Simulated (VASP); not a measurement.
**VASP 6.6.1 run: LiH**

INCAR

```
ISIF = 2
SIGMA = 0.01
IBRION = -1
ISPIN = 2
ALGO = Normal
NELM = 71
LREAL = .FALSE.
NBANDS = 9
PREC = Accurate
ISMEAR = 0
EDIFF = 1E-7
LWAVE = .FALSE.
NSW = 0
ENCUT = 520
METAGGA = MBJ
MAGMOM = -1 1
LCHARG = .FALSE.
LASPH = .TRUE.
```

KPOINTS

```
KPOINTS created by Atomic Simulation Environment
0
Gamma
10 10 10
0 0 0
```

POSCAR

```
Li H
 1.0000000000000000
     0.0000000000000000    1.9429049959000000    1.9429049959000000
     1.9429049959000000    0.0000000000000000    1.9429049959000000
     1.9429049959000000    1.9429049959000000    0.0000000000000000
 Li  H
   1   1
Cartesian
  0.0000000000000000  0.0000000000000000  0.0000000000000000
  1.9429049959000000  1.9429049959000000  1.9429049959000000
```

The recommended PBE PAW datasets give the neutral cell 4 valence electrons.

Command

```
mpirun -np 1 vasp_std
```

OSZICAR

```
N       E                     dE             d eps       ncg     rms          rms(c)
DAV:   1     0.614959804035E+01    0.61496E+01   -0.13957E+03  1732   0.407E+02
DAV:   2     0.200098882533E+01   -0.41486E+01   -0.41308E+01  2373   0.533E+01
DAV:   3     0.196004013589E+01   -0.40949E-01   -0.40938E-01  2096   0.460E+00
DAV:   4     0.195991912322E+01   -0.12101E-03   -0.12099E-03  2371   0.221E-01
DAV:   5     0.195991885021E+01   -0.27301E-06   -0.27301E-06  2020   0.745E-03    0.959E+00
DAV:   6    -0.239068907021E+01   -0.43506E+01   -0.56960E+00  1951   0.108E+01    0.399E+00
DAV:   7    -0.309956809604E+01   -0.70888E+00   -0.36984E-01  1850   0.400E+00    0.162E+00
DAV:   8    -0.236820136436E+01    0.73137E+00   -0.94063E-01  1704   0.491E+00    0.125E+00
DAV:   9    -0.274532165073E+01   -0.37712E+00   -0.12001E+00  1694   0.615E+00    0.727E-01
DAV:  10    -0.259736380415E+01    0.14796E+00   -0.12120E-01  1901   0.230E+00    0.592E-01
...
DAV:  39    -0.206985014937E+01   -0.13635E-03   -0.10009E-08   901   0.652E-04    0.957E-05
DAV:  40    -0.206992973525E+01   -0.79586E-04   -0.11947E-08   893   0.651E-04    0.700E-05
DAV:  41    -0.206997115462E+01   -0.41419E-04   -0.53996E-09   893   0.513E-04    0.618E-05
DAV:  42    -0.207001093888E+01   -0.39784E-04   -0.24257E-09   891   0.340E-04    0.347E-05
DAV:  43    -0.207003211459E+01   -0.21176E-04   -0.14848E-09   889   0.257E-04    0.271E-05
DAV:  44    -0.207003511434E+01   -0.29997E-05   -0.52955E-10   889   0.169E-04    0.340E-05
DAV:  45    -0.207004322732E+01   -0.81130E-05   -0.15679E-10   891   0.909E-05    0.312E-05
DAV:  46    -0.207004154461E+01    0.16827E-05   -0.10155E-10   891   0.682E-05    0.390E-05
DAV:  47    -0.207004144939E+01    0.95221E-07   -0.28695E-11   891   0.392E-05
   1 F= -.20700414E+01 E0= -.20700414E+01  d E =-.473520E-20  mag=     0.0000
```

It converged. Results: magnetic moment of the cell 0.00 μB.

The MBJ potential has no energy functional, so only its levels carry meaning.

For comparison, a separate r²SCAN run of the intended cell, on usual settings and not on those above, gives a gap of 3.52 eV on its mesh and a pressure of 3.4 GPa.

The run above took about 34 s on one core of a shared host (Intel Xeon Platinum 8488C) and held 0.13 GiB at most.
